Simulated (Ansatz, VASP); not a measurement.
**C in VASP and in Ansatz**

INCAR

```
SYSTEM = C
  PREC = Accurate
  ENCUT = 520
  EDIFF = 1E-6
  ISMEAR = 0
  SIGMA = 0.05
  LREAL = .False.
  LASPH = .True.
  NELM = 80
  ALGO = Normal
  ISIF = 2
  LWAVE = .False.
  LCHARG = .False.
  NBANDS = 11
```

KPOINTS

```
Automatic mesh
0
Gamma
  12 12 12
  0 0 0
```

Contents of POSCAR:

```
C
1.0
    0.0000000000      1.6254335838      1.8338141693
    1.6254335838      0.0000000000      1.8338141693
    1.6254335838      1.6254335838      0.0000000000
C
2
Direct
    0.5000000000      0.5000000000      0.5000000000
    0.7500000000      0.7500000000      0.7500000000
```

Input for Ansatz:

```yaml
crystal:
  lattice:
    - [0.0, 1.6254335838, 1.8338141693]
    - [1.6254335838, 0.0, 1.8338141693]
    - [1.6254335838, 1.6254335838, 0.0]
  atoms:
    - { symbol: C, position: [0.5, 0.5, 0.5] }
    - { symbol: C, position: [0.75, 0.75, 0.75] }
basis:
  ecutwfc: 520.0
kpoints:
  mp_grid: { grid: [12, 12, 12] }
hamiltonian:
  xc: lda
  pseudopotentials: { kind: paw, azcp: { folder: soft_1 } }
scf:
  occupations: { method: gaussian, width: 0.05 }
output:
  forces: true
  stress: true
  eigenvalues: true
```

Alike in both runs: task single point; functional LDA; k mesh 12 × 12 × 12; occupations gaussian, width 0.05 eV; no spin polarisation.

|  | VASP | Ansatz |
| --- | --- | --- |
| version | VASP 6.6.1 | Ansatz 0.2.0 |
| potentials or method | VASP PAW LDA potentials, release 64 (C) | scalar-relativistic, plane waves, PAW |
| plane-wave cutoff (eV) | 520 | 520 |
| valence electrons in the cell | 8 | 8 |

|  | VASP | Ansatz | Ansatz less VASP |
| --- | --- | --- | --- |
| gap on the k mesh at the Fermi level (eV) | 2.85 | 2.86 | +0.014 |
| least direct gap on the mesh (eV) | 4.85 | 4.85 | -0.003 |

Ansatz warned: «pseudo_functional_mismatch».
